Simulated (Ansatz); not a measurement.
# Sb2S3 (stibnite): the cost of one run

Method: DFT LDA, scalar-relativistic, plane waves, PAW, in Ansatz 0.2.0.

### 1 The system as given

Symmetry: Pnma, No. 62, orthorhombic system. Conventional cell: a = 10.296 Å, b = 3.710 Å, c = 10.233 Å, α = 90.00°, β = 90.00°, γ = 90.00°. Around Sb (site symmetry m) lie 7 S at 2.55 to 2.88 Å. Sb (site symmetry m) is surrounded by 5 S at 2.52 to 2.76 Å. S (site symmetry m) is surrounded by 4 Sb at 2.60 to 2.88 Å. S (site symmetry m) has 5 Sb at 2.52 to 2.80 Å as nearest neighbours. S (site symmetry m) is surrounded by 3 Sb at 2.55 to 2.73 Å.

Coordinates:

```cif
data_structure
_symmetry_space_group_name_H-M 'P 1'
_symmetry_Int_Tables_number 1
_cell_length_a 10.2962
_cell_length_b 3.7095
_cell_length_c 10.2334
_cell_angle_alpha 90.000
_cell_angle_beta 90.000
_cell_angle_gamma 90.000
_cell_volume 390.85
loop_
_atom_site_label
_atom_site_type_symbol
_atom_site_fract_x
_atom_site_fract_y
_atom_site_fract_z
_atom_site_occupancy
Sb1 Sb 0.50110 0.25000 0.32645 1
Sb2 Sb 0.99890 0.75000 0.82645 1
Sb3 Sb 0.00110 0.25000 0.17355 1
Sb4 Sb 0.49890 0.75000 0.67355 1
Sb5 Sb 0.33040 0.75000 0.03471 1
Sb6 Sb 0.16960 0.25000 0.53471 1
Sb7 Sb 0.83040 0.75000 0.46529 1
Sb8 Sb 0.66960 0.25000 0.96529 1
S1 S 0.27948 0.25000 0.20533 1
S2 S 0.22052 0.75000 0.70533 1
S3 S 0.77948 0.25000 0.29467 1
S4 S 0.72052 0.75000 0.79467 1
S5 S 0.55612 0.75000 0.12965 1
S6 S 0.94388 0.25000 0.62965 1
S7 S 0.05612 0.75000 0.37035 1
S8 S 0.44388 0.25000 0.87035 1
S9 S 0.37290 0.75000 0.43937 1
S10 S 0.12710 0.25000 0.93937 1
S11 S 0.87290 0.75000 0.06063 1
S12 S 0.62710 0.25000 0.56063 1
```

It is the end of an earlier run, which began from a cell of the Crystallography Open Database.

### 2 Cell and atoms relaxed at 12 GPa

It takes the final geometry of an earlier run.

Input file input.yaml:

```yaml
crystal:
  lattice:
    - [10.2961522233, 0.0, 0.0]
    - [0.0, 3.7095181777, 0.0]
    - [0.0, 0.0, 10.2334008013]
  atoms:
    - { symbol: Sb, position: [0.5010967951, 0.25, 0.3264526604] }
    - { symbol: Sb, position: [-0.0010967951, 0.75, 0.8264526604] }
    - { symbol: Sb, position: [1.0010967951, 0.25, 0.1735473396] }
    - { symbol: Sb, position: [0.4989032049, 0.75, 0.6735473396] }
    - { symbol: Sb, position: [0.3304029131, 0.75, 0.0347145419] }
    - { symbol: Sb, position: [0.1695970869, 0.25, 0.5347145419] }
    - { symbol: Sb, position: [0.8304029131, 0.75, 0.4652854581] }
    - { symbol: Sb, position: [0.6695970869, 0.25, 0.9652854581] }
    - { symbol: S, position: [0.2794837818, 0.25, 0.2053261754] }
    - { symbol: S, position: [0.2205162182, 0.75, 0.7053261754] }
    - { symbol: S, position: [0.7794837818, 0.25, 0.2946738246] }
    - { symbol: S, position: [0.7205162182, 0.75, 0.7946738246] }
    - { symbol: S, position: [0.5561150255, 0.75, 0.129652303] }
    - { symbol: S, position: [0.9438849745, 0.25, 0.629652303] }
    - { symbol: S, position: [0.0561150255, 0.75, 0.370347697] }
    - { symbol: S, position: [0.4438849745, 0.25, 0.870347697] }
    - { symbol: S, position: [0.3729029956, 0.75, 0.4393743981] }
    - { symbol: S, position: [0.1270970044, 0.25, 0.9393743981] }
    - { symbol: S, position: [0.8729029956, 0.75, 0.0606256019] }
    - { symbol: S, position: [0.6270970044, 0.25, 0.5606256019] }
scf:
  occupations: { method: fixed }
output:
  forces: true
  stress: true
  eigenvalues: true
hamiltonian:
  xc: lda
basis:
  ecutwfc: 420
kpoints:
  mp_grid: { grid: [4, 8, 4] }
relax:
  f_tol: 0.003
  max_steps: 60
  cell: { stress_tol: 0.02, p_target: 12 }
```

Started as:

```console
$ ansatz run input.yaml --threads 8 --pin off --max-ram 24576MiB --backend cpu --events-out ev --progress --plain --runs-dir out
```

Q: Estimate wall time and peak memory on 8 threads of Arm Neoverse V2, shared host.

About 2.7 min, with a peak of 2.9 GiB.
